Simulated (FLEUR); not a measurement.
# HfO2 (P4_2/nmc) in FLEUR: band structure with PBEsol

Aim: the band structure of HfO2 with PBEsol.

Everything below comes from runs of FLEUR MaX-R8.1 (later development tree). Logs are shortened: lines on timing, memory, paths and dates and some standing lists are left out, and cuts for length are marked.

## (1) The structure

The structure is tetragonal, space group P4_2/nmc (No. 137). Conventional cell: a = 3.558 Å, b = 3.558 Å, c = 5.172 Å, α = 90.00°, β = 90.00°, γ = 90.00°. Hf (site symmetry -4m2) has 4 O at 2.05 Å as nearest neighbours. O (site symmetry 2mm) has 2 Hf at 2.05 Å as nearest neighbours.

Measurements of this composition are mostly on another form, of space group No. 14.

## (2) Band structure, PBEsol

File inp.xml:

```xml
<?xml version="1.0" encoding="UTF-8" standalone="no"?>
<fleurInput fleurInputVersion="0.39">
   <comment>
      HfO2                                                                                                
   </comment>
   <calculationSetup>
      <cutoffs Kmax="5.26" Gmax="16.3" GmaxXC="16.3" numbands="0"/>
      <scfLoop itmax="60" minDistance="0.00001" maxIterBroyd="15" imix="Anderson" alpha="0.05" precondParam="0.0" spinf="2.0" sdNocoIR="T"/>
      <coreElectrons ctail="T" frcor="F" kcrel="0" coretail_lmax="0"/>
      <xcFunctional name="PBEs" relativisticCorrections="F"/>
      <magnetism jspins="1"/>
      <soc l_soc="F" theta="0.0" phi="0.0" spav="F"/>
      <expertModes spex="0" secvar="F"/>
      <geometryOptimization l_f="F" forcealpha="1.0" forcemix="BFGS" epsdisp="0.00001" epsforce="0.00001"/>
      <ldaU l_linMix="F" mixParam="0.05" spinf="1.0"/>
   </calculationSetup>
   <cell>
      <bzIntegration valenceElectrons="76.0" mode="hist" fermiSmearingEnergy="0.00183747">
         <kPointListSelection listName="default-1"/>
         <!-- k-points included here -->
         <xi:include xmlns:xi="http://www.w3.org/2001/XInclude" href="kpts.xml"> </xi:include>
      </bzIntegration>
      <!-- symmetry operations included here -->
[... 37 lines left out ...]
         <lo type="SCLO" l="2" n="3" eDeriv="2"/>
      </species>
   </atomSpecies>
   <atomGroups>
      <atomGroup species="Hafnium (Hf)">
         <relPos label="                   1">-1.000/4.000 -1.000/4.000 -1.000/4.000</relPos>
         <relPos label="                   2">1.000/4.000 1.000/4.000 1.000/4.000</relPos>
         <force calculate="T" relaxXYZ="TTT"/>
      </atomGroup>
      <atomGroup species="Oxygen (O)">
         <relPos label="                   3">-1.000/4.000 1.000/4.000 -.0527921200</relPos>
         <relPos label="                   4">1.000/4.000 -1.000/4.000 .0527921200</relPos>
         <relPos label="                   5">1.000/4.000 -1.000/4.000 -.4472078800</relPos>
         <relPos label="                   6">-1.000/4.000 1.000/4.000 .4472078800</relPos>
         <force calculate="T" relaxXYZ="TTT"/>
      </atomGroup>
   </atomGroups>
   <output dos="F" band="F" slice="F">
      <checks vchk="F" cdinf="F"/>
      <bandDOS minEnergy="-.5*Htr" maxEnergy="0.5*Htr" sigma="0.015" storeEVData="T"/>
      <vacuumDOS vacdos="F" integ="F" star="F" nstars="0" locx1="0.0" locy1="0.0" locx2="0.0" locy2="0.0" nstm="0" tworkf="0.0"/>
      <unfoldingBand unfoldBand="F" supercellX="1" supercellY="1" supercellZ="1"/>
      <plotting iplot="0" polar="F">
         <plot TwoD="T" vec1="  1.0  0.0  0.0" vec2="  0.0  1.0  0.0" vec3="  0.0  0.0  1.0" zero="  0.0  0.0  0.0" file="plot"/>
      </plotting>
      <chargeDensitySlicing numkpt="0" minEigenval="0.0" maxEigenval="0.0" nnne="0" pallst="F"/>
      <specialOutput eonly="F"/>
      <moessbauerParams electricFieldGradient="T" isomerShift="T" coreHyperfine="T" valenceHyperfine="T"/>
      <magneticCircularDichroism mcd="F" energyLo="-10.0" energyUp="0.0"/>
   </output>
  <!-- We include the file relax.xml here to enable relaxations (see documentation) -->
  <xi:include xmlns:xi="http://www.w3.org/2001/XInclude" href="relax.xml"> <xi:fallback/> </xi:include>
</fleurInput>
```

File crystal.txt:

```
HfO2
&input cartesian=F /
3.5580193300  0.0000000000  0.0000000000
0.0000000000  3.5580193300  0.0000000000
0.0000000000  0.0000000000  5.1718612100
1.8897261246
1.0 1.0 1.0

6
72 0.0000000000  0.0000000000  0.0000000000
72 0.5000000000  0.5000000000  0.5000000000
8 0.0000000000  0.5000000000  0.1972078800
8 0.5000000000  0.0000000000  0.3027921200
8 0.5000000000  0.0000000000  0.8027921200
8 0.0000000000  0.5000000000  0.6972078800

&kpt div1=8 div2=8 div3=5 gamma=T /
```

File inp.xml (bands):

```
<?xml version="1.0" encoding="UTF-8" standalone="no"?>
<fleurInput fleurInputVersion="0.39">
   <comment>
      HfO2                                                                                                
   </comment>
   <calculationSetup>
      <cutoffs Kmax="5.26" Gmax="16.3" GmaxXC="16.3" numbands="0"/>
      <scfLoop itmax="60" minDistance="0.00001" maxIterBroyd="15" imix="Anderson" alpha="0.05" precondParam="0.0" spinf="2.0" sdNocoIR="T"/>
      <coreElectrons ctail="T" frcor="F" kcrel="0" coretail_lmax="0"/>
      <xcFunctional name="PBEs" relativisticCorrections="F"/>
      <magnetism jspins="1"/>
      <soc l_soc="F" theta="0.0" phi="0.0" spav="F"/>
      <expertModes spex="0" secvar="F"/>
      <geometryOptimization l_f="F" forcealpha="1.0" forcemix="BFGS" epsdisp="0.00001" epsforce="0.00001"/>
      <ldaU l_linMix="F" mixParam="0.05" spinf="1.0"/>
   </calculationSetup>
   <cell>
      <bzIntegration valenceElectrons="76.0" mode="hist" fermiSmearingEnergy="0.00183747">
         <kPointListSelection listName="path-1"/>
         <!-- k-points included here -->
         <xi:include xmlns:xi="http://www.w3.org/2001/XInclude" href="kpts.xml"> </xi:include>
      </bzIntegration>
      <!-- symmetry operations included here -->
      <xi:include xmlns:xi="http://www.w3.org/2001/XInclude" href="sym.xml"> </xi:include>
      <bulkLattice scale="1.0">
[... 35 lines left out ...]
         <lo type="SCLO" l="2" n="3" eDeriv="2"/>
      </species>
   </atomSpecies>
   <atomGroups>
      <atomGroup species="Hafnium (Hf)">
         <relPos label="                   1">-1.000/4.000 -1.000/4.000 -1.000/4.000</relPos>
         <relPos label="                   2">1.000/4.000 1.000/4.000 1.000/4.000</relPos>
         <force calculate="T" relaxXYZ="TTT"/>
      </atomGroup>
      <atomGroup species="Oxygen (O)">
         <relPos label="                   3">-1.000/4.000 1.000/4.000 -.0527921200</relPos>
         <relPos label="                   4">1.000/4.000 -1.000/4.000 .0527921200</relPos>
         <relPos label="                   5">1.000/4.000 -1.000/4.000 -.4472078800</relPos>
         <relPos label="                   6">-1.000/4.000 1.000/4.000 .4472078800</relPos>
         <force calculate="T" relaxXYZ="TTT"/>
      </atomGroup>
   </atomGroups>
   <output dos="F" band="T" slice="F">
      <checks vchk="F" cdinf="F"/>
      <bandDOS minEnergy="-.5*Htr" maxEnergy="0.5*Htr" sigma="0.015" storeEVData="T"/>
      <vacuumDOS vacdos="F" integ="F" star="F" nstars="0" locx1="0.0" locy1="0.0" locx2="0.0" locy2="0.0" nstm="0" tworkf="0.0"/>
      <unfoldingBand unfoldBand="F" supercellX="1" supercellY="1" supercellZ="1"/>
      <plotting iplot="0" polar="F">
         <plot TwoD="T" vec1="  1.0  0.0  0.0" vec2="  0.0  1.0  0.0" vec3="  0.0  0.0  1.0" zero="  0.0  0.0  0.0" file="plot"/>
      </plotting>
      <chargeDensitySlicing numkpt="0" minEigenval="0.0" maxEigenval="0.0" nnne="0" pallst="F"/>
      <specialOutput eonly="F"/>
      <moessbauerParams electricFieldGradient="T" isomerShift="T" coreHyperfine="T" valenceHyperfine="T"/>
      <magneticCircularDichroism mcd="F" energyLo="-10.0" energyUp="0.0"/>
   </output>
  <!-- We include the file relax.xml here to enable relaxations (see documentation) -->
  <xi:include xmlns:xi="http://www.w3.org/2001/XInclude" href="relax.xml"> <xi:fallback/> </xi:include>
</fleurInput>
```

Potentials or basis: all-electron, FLAPW.

The run is started by

```
> inpgen -f crystal.txt -profile fastHighL
> # inp.xml edited to the form shown
> mpirun -n 4 fleur_MPI -pe_per_kpt 1
> mpirun -n 4 fleur_MPI -pe_per_kpt 1   # second run, on inp.xml (bands)
```

Log:

```text
Welcome to FLEUR        (www.flapw.de)
      MaX-Release 8.1          (www.max-centre.eu)

 ========== k-point set info ==========
 Selected k-point list: default-1
 k-point list type: mesh
 8 x 8 x 5
 Number of k points: 45

 ------------Calculation Setup---------------------------
 Number of MPI-tasks      :            4
 Number of PE/node        :            4
 Number of OMP-threads    :            1
 Using exactly            1  PE per kpt
 k-points in parallel     :            4
 pe's per k-point         :            1
 No of k-point loops      :           11
 Info/Warning             : your k-point parallelism is not fully load-balanced
 Using exactly            1  PE per kpt
 Using exactly            1  PE per kpt
 Using exactly            1  PE per kpt
 Eigenvalue solver        :       lapack
 Number of basis functions:         1274
 Approximate size of matrices (H+S) per k-point:         0.024 GB
 --------------------------------------------------------
 Iteration:     1   Distance:      31.23176477 me/bohr^3
 Iteration:     2   Distance:      26.58931840 me/bohr^3
 Iteration:     3   Distance:       9.27073140 me/bohr^3
 Iteration:     4   Distance:       8.72682162 me/bohr^3
 Iteration:     5   Distance:       4.54091017 me/bohr^3
 Iteration:     6   Distance:       1.06995012 me/bohr^3
 Iteration:     7   Distance:       0.72459736 me/bohr^3
 Iteration:     8   Distance:       0.11205580 me/bohr^3
 Iteration:     9   Distance:       0.07892634 me/bohr^3
 Iteration:    10   Distance:       0.01627957 me/bohr^3
 Iteration:    11   Distance:       0.00744263 me/bohr^3
 Iteration:    12   Distance:       0.00207777 me/bohr^3
 Iteration:    13   Distance:       0.00021309 me/bohr^3
 Iteration:    14   Distance:       0.00017981 me/bohr^3
 Iteration:    15   Distance:       0.00002527 me/bohr^3
 Iteration:    16   Distance:       0.00002379 me/bohr^3
 Iteration:    17   Distance:       0.00001493 me/bohr^3
 Iteration:    18   Distance:       0.00000337 me/bohr^3

 ********************************************************************
 Run finished successfully
 Stop message:
   all done
 ********************************************************************
```

Run time: 5.7 min. Hardware: 4 MPI ranks of Intel Xeon at 2.50GHz (Skylake/Cascade Lake), shared host.

Results:

- Free energy: -829596.4549 eV
- Band gap on the k mesh: 4.64 eV, indirect (least direct gap 4.71 eV)
- Band gap along the path: 4.64 eV, indirect (least direct gap 4.71 eV)
- Valence electrons inside the program's atomic spheres: Hf 22.90; O 4.44 (radii Hf 2.22, O 1.37 bohr)

Levels at the corners of the path, in eV from the valence-band top:
```
point  band 36  band 37  band 38  band 39  band 40  band 41
    Γ    -0.12    -0.07    -0.07     4.64     4.68     5.92
    X    -1.42    -0.15    -0.15     5.08     5.08     6.13
    M    -0.81    -0.51    -0.51     5.71     5.71     6.12
    Γ    -0.12    -0.07    -0.07     4.64     4.68     5.92
    Z    -0.63     0.00     0.00     5.35     5.35     5.65
    R    -1.39    -0.95    -0.95     5.22     5.22     5.60
    A    -1.44    -0.01    -0.01     5.95     5.95     6.26
    Z    -0.63     0.00     0.00     5.35     5.35     5.65
    X    -1.42    -0.15    -0.15     5.08     5.08     6.13
    R    -1.39    -0.95    -0.95     5.22     5.22     5.60
    M    -0.81    -0.51    -0.51     5.71     5.71     6.12
    A    -1.44    -0.01    -0.01     5.95     5.95     6.26
```

Core levels (eV from the Fermi level):
| atom | levels |
| --- | --- |
| 1 Hf | 1s1/2 -65170.2, 2s1/2 -11132.9, 2p1/2 -10632.6, 2p3/2 -9441.3, 3s1/2 -2531.0, 3p1/2 -2309.3, 3p3/2 -2054.1, 4s1/2 -504.1, 3d3/2 -1678.8, 3d5/2 -1623.1, 4p1/2 -413.3, 4p3/2 -354.8, 4d3/2 -205.6, 4d5/2 -194.9 |
| 2 Hf | 1s1/2 -65170.2, 2s1/2 -11132.9, 2p1/2 -10632.6, 2p3/2 -9441.3, 3s1/2 -2531.0, 3p1/2 -2309.3, 3p3/2 -2054.1, 4s1/2 -504.1, 3d3/2 -1678.8, 3d5/2 -1623.1, 4p1/2 -413.3, 4p3/2 -354.8, 4d3/2 -205.6, 4d5/2 -194.9 |
| 3 O | 1s1/2 -501.8 |
| 4 O | 1s1/2 -501.8 |
| 5 O | 1s1/2 -501.8 |
| 6 O | 1s1/2 -501.8 |

Caveat: spin-orbit coupling is left out, which moves the levels of the heavy elements.
